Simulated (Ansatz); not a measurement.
## Every step of a relaxation of Se (beta tin type)

DFT, LDA, PAW with Ansatz's default frozen-core files, scalar-relativistic (Ansatz 0.2.0); a Γ-centred 18×18×18 k mesh, Fermi–Dirac smearing of 0.05 eV, no spin polarisation. The run relaxes cell and atoms at a target pressure of 290 GPa.

Command: `ansatz run input.yaml --threads 1 --pin off --max-ram 3584MiB --backend cpu --events-out ev --progress --plain --runs-dir out` It took 64 s on 1 thread of Arm Neoverse V2, on a shared host, peak memory 0.45 GiB.

```yaml
crystal:
  lattice:
    - [-2.0441358331, 2.0441358331, 1.1242747082]
    - [2.0441358331, -2.0441358331, 1.1242747082]
    - [2.0441358331, 2.0441358331, -1.1242747082]
  atoms:
    - { symbol: Se, position: [-0.375, -0.125, -0.25] }
    - { symbol: Se, position: [0.375, 0.125, 0.25] }
kpoints:
  mp_grid: { grid: [18, 18, 18] }
scf:
  occupations: { method: fermi_dirac, width: 0.05 }
hamiltonian:
  xc: lda
  pseudopotentials: { kind: paw }
output:
  forces: true
  stress: true
  eigenvalues: true
  write_density: true
  write_potential: true
  elf: true
  volumetric_format: npy
relax:
  f_tol: 0.005
  max_steps: 40
  cell: { p_target: 290.0, stress_tol: 0.145 }
```

Each step lists its enthalpy F + pV a cell above the last geometry, the pressure, the cell vectors (Å), and Cartesian positions (Å) with forces (eV/Å).

The first step:

```
step 1  dH = 114.99 meV  P = 322.5 GPa
  cell -2.0441 2.0441 1.1243  2.0441 -2.0441 1.1243  2.0441 2.0441 -1.1243
  Se 0.0000 -1.0221 -0.2811   0.0000 0.0000 0.0000
  Se 0.0000 1.0221 0.2811   0.0000 0.0000 0.0000
```

The PAW files were made under PBE.

The symmetry of the start is kept and no stability test is made, so the end need not be the stable phase.

Problem. Where does the relaxation end, and by which steps?

Solution. After 6 geometries, with conventional a, b, c = 4.187, 4.187, 2.212 Å, at 9.695 Å³/atom (+3.19 % against the start) in space group I4_1/amd, with a shortest distance of 2.166 Å. The further steps:
```
step 2  dH = 46.67 meV  P = 266.6 GPa
  cell -2.1002 2.1002 1.1261  2.1002 -2.1002 1.1261  2.1002 2.1002 -1.1261
  Se 0.0000 -1.0501 -0.2815   0.0000 0.0000 0.0000
  Se 0.0000 1.0501 0.2815   0.0000 0.0000 0.0000
step 3  dH = 8.08 meV  P = 284.6 GPa
  cell -2.0892 2.0892 1.1165  2.0892 -2.0892 1.1165  2.0892 2.0892 -1.1165
  Se 0.0000 -1.0446 -0.2791   0.0000 0.0000 0.0000
  Se 0.0000 1.0446 0.2791   0.0000 0.0000 0.0000
step 4  dH = 0.20 meV  P = 290.9 GPa
  cell -2.0917 2.0917 1.1069  2.0917 -2.0917 1.1069  2.0917 2.0917 -1.1069
  Se 0.0000 -1.0458 -0.2767   0.0000 0.0000 0.0000
  Se 0.0000 1.0458 0.2767   0.0000 0.0000 0.0000
step 5  dH = 0.00 meV  P = 290.1 GPa
  cell -2.0935 2.0935 1.1060  2.0935 -2.0935 1.1060  2.0935 2.0935 -1.1060
  Se 0.0000 -1.0467 -0.2765   0.0000 0.0000 0.0000
  Se 0.0000 1.0467 0.2765   0.0000 0.0000 0.0000
step 6  dH = 0.00 meV  P = 290.0 GPa
  cell -2.0937 2.0937 1.1058  2.0937 -2.0937 1.1058  2.0937 2.0937 -1.1058
  Se 0.0000 -1.0469 -0.2765   0.0000 0.0000 0.0000
  Se 0.0000 1.0469 0.2765   0.0000 0.0000 0.0000
step 7  dH = -0.80 meV  P = 290.0 GPa  (same geometry on a basis chosen anew; earlier energies don't compare to the last digit)
  cell -2.0937 2.0937 1.1058  2.0937 -2.0937 1.1058  2.0937 2.0937 -1.1058
  Se 0.0000 -1.0469 -0.2765   0.0000 0.0000 0.0000
  Se 0.0000 1.0469 0.2765   0.0000 0.0000 0.0000
```
